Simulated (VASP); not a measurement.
# GaAs (F-43m): a series in biaxial strain in the (110) plane, part 2 of 2

Strain engineering needs slopes: what does biaxial strain in the (110) plane do to the lattice and the band edges of GaAs?

VASP 6.6.1, plane waves and PAW; the level of theory is named at each step.

So far. Step 5 (Band edges, r2SCAN with spin-orbit coupling): The run ends at a pressure of 2.96 GPa, with forces up to 0.0022 eV/Å.

### Step 6. The table

LASPH is off in runs at LDA and on in runs at TB-mBJ and r2SCAN.

Runs beyond LDA use the data sets made with LDA; this shifts their levels slightly, and their total energies have another zero (at TB-mBJ, which has no energy functional, they mean nothing).

The other members went through these steps as far as the tables show, with the same cutoff and, step by step, the same mesh; 33 runs are not shown. The session took 3.7 core hours (wall time by ranks) on a shared machine.

| in-plane strain (%) | strain along the normal (%) | mean of the two in-plane stresses, tension positive (GPa) | energy above the unstrained row (meV/atom) | gap on the mesh, LDA (eV) |
| --- | --- | --- | --- | --- |
| -2.000 | 1.237 | -3.355 | 9.395 | 0.591 |
| -1.500 | 0.902 | -2.494 | 5.313 | 0.581 |
| -1.000 | 0.584 | -1.649 | 2.401 | 0.565 |
| -0.500 | 0.282 | -0.814 | 0.637 | 0.542 |
| 0 | 0.000 | 0.007 | 0.000 | 0.512 |
| 0.500 | -0.278 | 0.804 | 0.479 | 0.418 |
| 1.000 | -0.536 | 1.579 | 2.035 | 0.322 |
| 1.500 | -0.781 | 2.333 | 4.651 | 0.226 |
| 2.000 | -1.015 | 3.063 | 8.313 | 0.130 |

Slopes at zero strain, from cubics through all rows: strain ratio -0.559, stress over strain 162 GPa.

Band edges at TB-mBJ with spin-orbit coupling, counted from the valence-band top at Γ, spin-orbit pairs averaged, with one row partly withheld:

| in-plane strain (%) | gap (eV) | conduction band at Γ (eV) | Δ or X valley along z (eV) | Δ or X valley along x (eV) | lowest conduction level at L, [111] (eV) | lowest conduction level at L, [-111] (eV) | second valence level below the top (eV) | third valence level below the top (eV) |
| --- | --- | --- | --- | --- | --- | --- | --- | --- |
| -2.000 | 1.566 | 1.764 | 1.573 | 1.818 | 1.915 | 1.566 | 0.133 | 0.465 |
| -1.500 | 1.624 | 1.756 | 1.688 | 1.846 | 1.878 | 1.624 | 0.106 | 0.416 |
| -1.000 | 1.677 | 1.738 | 1.781 | 1.872 | 1.840 | 1.677 | 0.074 | 0.375 |
| -0.500 | 1.712 | 1.712 | 1.858 | 1.897 | 1.802 | 1.723 | 0.039 | 0.343 |
| 0 | 1.679 | 1.679 | 1.919 | 1.919 | 1.764 | 1.764 | 0.000 | 0.318 |
| 0.500 | 1.598 | 1.598 | 1.924 | 1.899 | 1.684 | 1.758 | 0.043 | 0.342 |
| 1.000 | ? | ? | 1.913 | 1.875 | 1.603 | 1.746 | 0.089 | 0.373 |
| 1.500 | 1.416 | 1.416 | 1.887 | 1.849 | 1.520 | 1.727 | 0.136 | 0.409 |
| 2.000 | 1.318 | 1.318 | 1.843 | 1.821 | 1.437 | 1.704 | 0.185 | 0.449 |

Conduction masses, in electron masses:

| in-plane strain (%) | conduction mass at Γ, along the strain axis or the normal of the plane | conduction mass at Γ, across the strain axis or in the plane | L [111] mass, longitudinal | L [111] mass, transverse along [1-10] |
| --- | --- | --- | --- | --- |
| -2.000 | 0.091 | 0.124 | 1.787 | 0.133 |
| -1.500 | 0.093 | 0.116 | 1.800 | 0.133 |
| -1.000 | 0.094 | 0.108 | 1.767 | 0.133 |
| -0.500 | 0.095 | 0.102 | 1.753 | 0.132 |
| 0 | 0.096 | 0.096 | 1.739 | 0.132 |
| 0.500 | 0.096 | 0.091 | 1.721 | 0.132 |
| 1.000 | 0.096 | 0.086 | 1.724 | 0.132 |
| 1.500 | 0.095 | 0.082 | 1.708 | 0.131 |
| 2.000 | 0.094 | 0.078 | 1.731 | 0.131 |

Band edges at r2SCAN with spin-orbit coupling, counted from the valence-band top at Γ, spin-orbit pairs averaged:

| in-plane strain (%) | gap (eV) | conduction band at Γ (eV) | Δ or X valley along z (eV) | Δ or X valley along x (eV) | lowest conduction level at L, [111] (eV) | lowest conduction level at L, [-111] (eV) | second valence level below the top (eV) | third valence level below the top (eV) |
| --- | --- | --- | --- | --- | --- | --- | --- | --- |
| -2.000 | 1.123 | 1.171 | 1.187 | 1.466 | 1.500 | 1.123 | 0.136 | 0.480 |
| -1.500 | 1.156 | 1.156 | 1.310 | 1.490 | 1.454 | 1.181 | 0.107 | 0.433 |
| -1.000 | 1.134 | 1.134 | 1.411 | 1.514 | 1.410 | 1.234 | 0.075 | 0.392 |
| -0.500 | 1.105 | 1.105 | 1.493 | 1.535 | 1.365 | 1.281 | 0.039 | 0.361 |
| 0 | 1.069 | 1.069 | 1.556 | 1.556 | 1.322 | 1.322 | 0.000 | 0.337 |
| 0.500 | 0.986 | 0.986 | 1.560 | 1.534 | 1.237 | 1.317 | 0.043 | 0.360 |
| 1.000 | 0.896 | 0.896 | 1.543 | 1.508 | 1.151 | 1.304 | 0.088 | 0.391 |
| 1.500 | 0.801 | 0.802 | 1.509 | 1.481 | 1.065 | 1.286 | 0.136 | 0.426 |
| 2.000 | 0.703 | 0.703 | 1.459 | 1.452 | 0.978 | 1.264 | 0.184 | 0.465 |

Conduction masses, in electron masses:

| in-plane strain (%) | conduction mass at Γ, along the strain axis or the normal of the plane | conduction mass at Γ, across the strain axis or in the plane | L [111] mass, longitudinal | L [111] mass, transverse along [1-10] |
| --- | --- | --- | --- | --- |
| -2.000 | 0.063 | 0.079 | 1.744 | 0.113 |
| -1.500 | 0.063 | 0.073 | 1.747 | 0.112 |
| -1.000 | 0.062 | 0.068 | 1.741 | 0.112 |
| -0.500 | 0.061 | 0.064 | 1.731 | 0.111 |
| 0 | 0.060 | 0.060 | 1.721 | 0.111 |
| 0.500 | 0.058 | 0.056 | 1.714 | 0.110 |
| 1.000 | 0.056 | 0.053 | 1.670 | 0.109 |
| 1.500 | 0.053 | 0.050 | 1.653 | 0.108 |
| 2.000 | 0.050 | 0.046 | 1.659 | 0.107 |

### Step 7. A fit to the known rows

The quantity to fit is the conduction level at Γ above the mean of the three top valence levels at TB-mBJ with spin-orbit coupling: 1.964, 1.930, 1.888, 1.840, 1.785, 1.727, 1.598, 1.529 eV in the rows shown.

A least-squares parabola through the 8 rows shown, with e the strain in %: E = − 0.009825 e² − 0.1096 e + 1.786 (eV), r.m.s. residual 0.0017 eV.

At e = 1 this predicts 1.6665 eV.

### Step 8. The withheld row

The calculation gives 1.6645 eV, so the prediction is 0.0020 eV too high, within twice the residual of the fit.

### Step 9. Outcome

| Property | Result |
| --- | --- |
| ratio of normal to in-plane strain | -0.559 |
| biaxial modulus | 162 GPa |
| gap of the unstrained cell, TB-mBJ with spin-orbit coupling | 1.68 eV |
| gap of the unstrained cell, r2SCAN with spin-orbit coupling | 1.07 eV |
| slope at zero strain of the conduction level at Γ above the mean of the three top valence levels, TB-mBJ with spin-orbit coupling | -110 meV per % |
| error of the predicted row | 2.0 meV |

In words: As a check, the curvature of the energy gives 161 GPa for the same modulus (energy per volume = M × strain²), 1 % from the slope of the stress. At TB-mBJ with spin-orbit coupling the lowest conduction valley is in turn L, Γ from the first row to the last, and the gap runs between 1.32 and 1.71 eV. At zero strain Γ and L lie only 85 meV apart here, so their order is sensitive to the level and the lattice constant. At r2SCAN with spin-orbit coupling the lowest conduction valley is in turn L, Γ from the first row to the last, and the gap runs between 0.70 and 1.16 eV. Hole masses are left out throughout, since the top bands are degenerate or cross in many series; of conduction masses, those of the Γ, L and (for Si and Ge under (001) strain) Δ valleys are kept where they change by under an eighth between rows. A measured gap of unstrained GaAs is 1.42 eV (arxiv:0805.2212, direct gap E0 at Gamma from PR, 300 K); the static gaps here belong to the lattice relaxed at LDA. TB-mBJ is a potential fitted for gaps; it has no energy functional, so its total energies and forces mean nothing, and its bands tend to come out too narrow. r2SCAN opens gaps somewhat over GGA but leaves them below measured values as a rule. Δ or X levels are the lowest on their line, refined by a parabola unless they lie at X; the gap is read from all points sampled and can differ from the lowest valley by some meV, or by tens of meV where strain moves the valence top off Γ. Temperature, zero-point motion and excitons are left out.

[Hosts, paths, dates, database ids (printed as entryN), source tags and the programs' standing remarks are cut or masked in the printed files.]

[In band tables of VASP the shares of atoms and orbitals are scaled to a sum of 1 inside the atoms' spheres.]
